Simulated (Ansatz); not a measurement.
Runs of Ansatz 0.2.0 on GaN. It takes space group P6_3mc (No. 186, hexagonal). Conventional cell: a = 3.180 Å, b = 3.180 Å, c = 5.166 Å, α = 90.00°, β = 90.00°, γ = 120.00°. Ga (site symmetry 3m) is surrounded by 4 N at 1.94 to 1.95 Å. Around N (site symmetry 3m) lie 4 Ga at 1.94 to 1.95 Å. 

```tsv
task	level	spin	cell	cutoff (eV)	points for each segment of the path	gap on the mesh (eV)	pressure (GPa)	relaxed volume (Å³/atom)	largest force (eV/Å)
relaxation of cell and atoms	RPBE+D3(BJ)	off	relaxed	420	-	2.30	0.0	10.84	-
band structure	m-r2SCAN	off	as given	500	14	2.38	1.1	-	(c)
band structure	LDA	SOC, no magnetisation	as given	420	14	(a)	-4.5	-	0.13
relaxation of cell and atoms	BLYP+D4	off	relaxed	420	-	(b)	0.0	11.38	-
```

Alike in all rows: potentials or basis Ansatz PAW; k mesh 10 × 10 × 5; smearing fermi-dirac 0.05 eV.

Problem. Fill in the values left out.

Solution. (a) 1.97; (b) 2.02; (c) 0.14.

Caveats: the PAW data sets come from PBE, with cores solved anew for the run's functional, which leaves a small shift of forces and pressure; odd divisions of the mesh miss points on the zone boundary, where band edges often lie, so the gap on the mesh can be too wide (some runs); the plane-wave basis is chosen anew once the cell has moved, so the energies of steps on either side of that aren't comparable (some runs).

A k mesh can miss the band edges, and rows without SOC leave out spin-orbit coupling on Ga.

Runs at the PBE level aren't shown here.
